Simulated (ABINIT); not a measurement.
# BeTe (F-43m) in ABINIT: settings compared, part 2 of 2

ABINIT 10.8.3 (patched build).

**4. Band structure, LDA, spin-orbit coupling, no magnetisation**

run.abi

```
# Datasets: ground state, then fixed potential
ndtset 2

# Pseudopotentials
pp_dirpath "./"
pseudos "Te.hgh, Be.hgh"

# Structure
acell 3*1.0 Angstrom
rprim
     0.0000000000     2.7700000000     2.7700000000
     2.7700000000     0.0000000000     2.7700000000
     2.7700000000     2.7700000000     0.0000000000
ntypat 2
znucl 52 4
natom 2
typat 1 2
xred
     0.7500000000     0.7500000000     0.7500000000
     0.0000000000     0.0000000000     0.0000000000

# Plane-wave basis
ecut 16.0

# Exchange and correlation
ixc 7

# Bands and occupations
occopt 3
tsmear 0.00183747

# Spin
nspinor 2
nspden 1
so_psp 2*1

# SCF cycle
nstep 100

# Output
iomode 3
prtwf 0
prteig 0
prtebands 0
enunit 1
prtden1 1

# Dataset 1
kptopt1 1
ngkpt1 8 8 8
nshiftk1 1
shiftk1 0.0 0.0 0.0
nband1 16
tolvrs1 1.0e-10

# Dataset 2: bands along G-X-W-K-G-L-U-W-L-K
iscf2 -2
getden2 1
nband2 24
nbdbuf2 2
tolwfr2 1.0e-12
kptopt2 -9
ndivsm2 6
prteig2 1
kptbounds2
     0.0000000000     0.0000000000     0.0000000000
     0.5000000000     0.0000000000     0.5000000000
     0.5000000000     0.2500000000     0.7500000000
     0.3750000000     0.3750000000     0.7500000000
     0.0000000000     0.0000000000     0.0000000000
     0.5000000000     0.5000000000     0.5000000000
     0.6250000000     0.2500000000     0.6250000000
     0.5000000000     0.2500000000     0.7500000000
     0.5000000000     0.5000000000     0.5000000000
     0.3750000000     0.3750000000     0.7500000000
```

Potentials or basis: HGH LDA.

Command:

```console
abinit run.abi > log 2>&1
```

run.abo:

```text
.Version 10.8.3 of ABINIT
 DATASET    1 : space group F-4 3 m (#216); Bravais cF (face-center cubic)
================================================================================
 Values of the parameters that define the memory need for DATASET  1.
     intxc =       0    ionmov =       0      iscf =       7    lmnmax =       9
     lnmax =       9     mgfft =      30  mpssoang =       5    mqgrid =    3001
     natom =       2  nloc_mem =       1    nspden =       1   nspinor =       2
    nsppol =       1      nsym =      24    n1xccc =       0    ntypat =       2
    occopt =       3   xclevel =       1
       mpw =         893          nfft =       27000          nkpt =          29
================================================================================
================================================================================

 DATASET    2 : space group F-4 3 m (#216); Bravais cF (face-center cubic)
================================================================================
 Values of the parameters that define the memory need for DATASET  2.
     intxc =       0    ionmov =       0      iscf =      -2    lmnmax =       9
     lnmax =       9     mgfft =      30  mpssoang =       5    mqgrid =    3001
     natom =       2  nloc_mem =       1    nspden =       1   nspinor =       2
    nsppol =       1      nsym =      24    n1xccc =       0    ntypat =       2
    occopt =       3   xclevel =       1
       mpw =         899          nfft =       27000          nkpt =         103
================================================================================
================================================================================

--------------------------------------------------------------------------------
------------- Echo of variables that govern the present computation ------------
--------------------------------------------------------------------------------
 -outvars: echo values of preprocessed input variables --------
            acell      1.8897261259E+00  1.8897261259E+00  1.8897261259E+00 Bohr
              amu      1.27600000E+02  9.01218200E+00
             ecut      1.60000000E+01 Hartree
[... 1140 lines left out ...]
   5.61012    5.61012    5.68369    5.68369    5.68369    5.68369    6.18201    6.18201
  10.71737   10.71737   12.65204   12.65204   12.65204   12.65204   13.72601   13.73165
 kpt#   2, nband= 24, wtk=  1.00000, kpt=  0.0294  0.0000  0.0294 (reduced coord)
 -10.57429  -10.57429    1.31239    1.31239    2.26834    2.26834    2.28908    2.28908
   5.60693    5.60693    5.70786    5.70786    5.76153    5.76153    6.28127    6.28127
  10.74931   10.74931   12.30548   12.30548   12.66824   12.66824   13.75851   13.76672
 kpt#   3, nband= 24, wtk=  1.00000, kpt=  0.0588  0.0000  0.0588 (reduced coord)
 -10.53886  -10.53886    1.16880    1.16880    2.06020    2.06020    2.13549    2.13549
   5.52868    5.52868    5.87189    5.87189    5.97459    5.97459    6.53202    6.53202
  10.81969   10.81969   11.74056   11.74056   12.71538   12.71538   13.85019   13.85392
 kpt#   4, nband= 24, wtk=  1.00000, kpt=  0.0882  0.0000  0.0882 (reduced coord)
 -10.48095  -10.48095    0.94776    0.94776    1.76720    1.76720    1.91481    1.91481
   5.41408    5.41408    6.14065    6.14065    6.28806    6.28806    6.85545    6.85545
  10.74592   10.74592   11.40113   11.40113   12.79393   12.79393   14.00257   14.01266
 kpt#   5, nband= 24, wtk=  1.00000, kpt=  0.1176  0.0000  0.1176 (reduced coord)
[... 381 lines left out ...]
   5.05738    5.08452    8.73161    8.73979    8.81046    8.91492    9.07817    9.14018
  11.39177   11.49699   12.68208   12.71791   15.20601   15.31205   16.23221   16.44360
 kpt# 101, nband= 24, wtk=  1.00000, kpt=  0.4000  0.4000  0.7000 (reduced coord)
  -8.71726   -8.71711   -3.09615   -2.93659   -2.03157   -1.81494   -0.09720   -0.08355
   4.89289    4.92017    8.32865    8.42664    9.29206    9.34910    9.59655    9.62282
  11.29372   11.39152   12.61049   12.64828   15.59608   15.85822   16.66930   16.72484
 kpt# 102, nband= 24, wtk=  1.00000, kpt=  0.3875  0.3875  0.7250 (reduced coord)
  -8.66195   -8.66185   -3.02765   -2.79811   -2.25788   -1.97054   -0.21526   -0.20142
   4.75414    4.78108    7.81260    7.91046    9.75884    9.81185   10.16462   10.21286
  11.24722   11.32440   12.65490   12.69480   15.74128   16.11201   17.18343   17.24692
 kpt# 103, nband= 24, wtk=  1.00000, kpt=  0.3750  0.3750  0.7500 (reduced coord)
  -8.62968   -8.62962   -3.03359   -2.81165   -2.24252   -1.96187   -0.30940   -0.29502
   4.64371    4.67003    7.32364    7.41875   10.09583   10.15678   10.55724   10.62565
  11.40116   11.44874   12.86505   12.90645   15.72070   16.12015   17.53607   17.64304

== END DATASET(S) ==============================================================
================================================================================

 -outvars: echo values of variables after computation  --------
            acell      1.8897261259E+00  1.8897261259E+00  1.8897261259E+00 Bohr
           etotal1    -9.4192532528E+00
            fcart1    -0.0000000000E+00 -0.0000000000E+00 -0.0000000000E+00
                      -0.0000000000E+00 -0.0000000000E+00 -0.0000000000E+00
            rprim      0.0000000000E+00  2.7700000000E+00  2.7700000000E+00
                       2.7700000000E+00  0.0000000000E+00  2.7700000000E+00
                       2.7700000000E+00  2.7700000000E+00  0.0000000000E+00
           strten1     1.0422977753E-05  1.0422977753E-05  1.0422977753E-05
                       0.0000000000E+00  0.0000000000E+00  0.0000000000E+00
           xangst      4.1550000000E+00  4.1550000000E+00  4.1550000000E+00
                       0.0000000000E+00  0.0000000000E+00  0.0000000000E+00
             xred      7.5000000000E-01  7.5000000000E-01  7.5000000000E-01
                       0.0000000000E+00  0.0000000000E+00  0.0000000000E+00
 Calculation completed.
```

It took 1.9 min on 1 thread of Arm Neoverse V1, shared host; peak memory 0.12 GiB.

Results:

| Item | Value |
| --- | --- |
| Free energy | -256.3109 eV |
| Band gap on the k mesh | 1.49 eV, indirect (least direct gap 3.27 eV) |
| Valence electrons inside the program's atomic spheres | Te 2.29; Be 1.06 |

Levels at the corners of the path, in eV from the valence-band top:
| point | band 6 | band 7 | band 8 | band 9 | band 10 | band 11 |
| --- | --- | --- | --- | --- | --- | --- |
| Γ | 0.00 | 0.00 | 0.00 | 3.27 | 3.27 | 3.34 |
| X | -3.30 | -2.89 | -2.89 | 1.49 | 1.49 | 2.32 |
| W | -4.06 | -3.71 | -3.66 | 4.92 | 4.95 | 5.21 |
| K | -4.31 | -2.65 | -2.64 | 2.30 | 2.33 | 4.98 |
| Γ | 0.00 | 0.00 | 0.00 | 3.27 | 3.27 | 3.34 |
| L | -1.77 | -1.24 | -1.24 | 2.94 | 2.94 | 4.25 |
| U | -4.31 | -2.65 | -2.64 | 2.30 | 2.33 | 4.98 |
| W | -4.06 | -3.71 | -3.66 | 4.92 | 4.95 | 5.21 |
| L | -1.77 | -1.24 | -1.24 | 2.94 | 2.94 | 4.25 |
| K | -4.31 | -2.65 | -2.64 | 2.30 | 2.33 | 4.98 |

Caveat: HGH potentials are hard and often keep d shells in the core, so these values are rough.

**5. Band structure, LDA, spin-orbit coupling, no magnetisation**

run.abi: that of step 4 with these lines changed.

```diff
@@ -5,3 +5,3 @@
 pp_dirpath "./"
-pseudos "Te.hgh, Be.hgh"
+pseudos "Te.LDA_PW-JTH.xml, Be.LDA_PW-JTH.xml"
 
@@ -22,3 +22,4 @@
 # Plane-wave basis
-ecut 16.0
+ecut 15.0
+pawecutdg 30.0
 
@@ -29,3 +30,3 @@
 occopt 3
-tsmear 0.00183747
+tsmear 0.05 eV
 
@@ -34,3 +35,3 @@
 nspden 1
-so_psp 2*1
+pawspnorb 1
 
@@ -48,3 +49,3 @@
 # Dataset 1
-kptopt1 1
+kptopt1 4
 ngkpt1 8 8 8
@@ -52,4 +53,4 @@
 shiftk1 0.0 0.0 0.0
-nband1 16
-tolvrs1 1.0e-10
+nband1 18
+tolvrs1 1.0e-9
 
@@ -58,3 +59,3 @@
 getden2 1
-nband2 24
+nband2 26
 nbdbuf2 2
@@ -62,3 +63,3 @@
 kptopt2 -9
-ndivsm2 6
+ndivsm2 5
 prteig2 1
```

Potentials or basis: JTH PAW LDA v2.0.

Command:

```console
abinit run.abi > log 2>&1
```

Wall time 1.8 min (1 thread of Arm Neoverse V1, shared host); peak memory 0.12 GiB.

It converged, with:

```yaml
Free_energy: -627.5282 eV
Band_gap_on_the_k_mesh: 1.45 eV, indirect (least direct gap 3.26 eV)
Valence_electrons_inside_the_program's_atomic_spheres: Te 3.27; Be 2.55
```

Levels at the corners of the path, in eV from the valence-band top:
```csv
point,band 8,band 9,band 10,band 11,band 12,band 13
Γ,0.00,0.00,0.00,3.26,3.26,3.36
X,-3.31,-2.91,-2.91,1.45,1.45,2.29
W,-4.09,-3.74,-3.69,4.93,4.96,5.29
K,-4.34,-2.67,-2.66,2.27,2.29,5.02
Γ,0.00,0.00,0.00,3.26,3.26,3.36
L,-1.77,-1.25,-1.25,2.91,2.91,4.25
U,-4.34,-2.67,-2.66,2.27,2.29,5.02
W,-4.09,-3.74,-3.69,4.93,4.96,5.29
L,-1.77,-1.25,-1.25,2.91,2.91,4.25
K,-4.34,-2.67,-2.66,2.27,2.29,5.02
```

**6. The runs side by side**

| task | level | potentials or basis | spin | gap on the mesh (eV) |
| --- | --- | --- | --- | --- |
| band structure | PBE | JTH PAW PBE v2.0 | SOC, no magnetisation | 1.55 |
| equation of state | AM05 | JTH PAW PBE v2.0 | off | - |
| band structure | LDA | JTH PAW LDA v2.0 | SOC, no magnetisation | 1.45 |

Alike in all rows: cell as given; k mesh 8 × 8 × 8; cutoff (eV) 408; smearing fermi-dirac 0.05 eV.

Caveats: pressures at fixed basis lie under the slope of the energies (some runs).

Absolute energies hang on the potentials; compare differences alone.
